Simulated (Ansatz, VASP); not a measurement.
## Two plane-wave programs on Mo

```
Mo
1.0
    -1.56465    1.56465    1.56465
     1.56465   -1.56465    1.56465
     1.56465    1.56465   -1.56465
Mo
1
Direct
  0.00000 0.00000 0.00000
```

Alike in both runs: functional PBEsol; k mesh 18 × 18 × 18; occupations gaussian, width 0.1 eV; no spin polarisation.

Ansatz relaxed the structure, and its values are those at the end. VASP's run is a single point on that final structure, the one shown.

```csv
,VASP,Ansatz
version,VASP 6.6.1,Ansatz 0.2.0
potentials or method,"VASP PAW PBE potentials, release 64 (Mo_sv)","scalar-relativistic, plane waves, PAW"
plane-wave cutoff (eV),520,420
valence electrons in the cell,14,14
```

```csv
,VASP,Ansatz,Ansatz less VASP
gap on the k mesh at the Fermi level (eV),none,none,-
pressure (GPa),0.6,0.0,-0.55
```

A gap of «none» marks a metal or a gap that the smearing closes.

Caveats: the PAW data sets were made with another functional, which shifts forces and pressure a little (VASP).
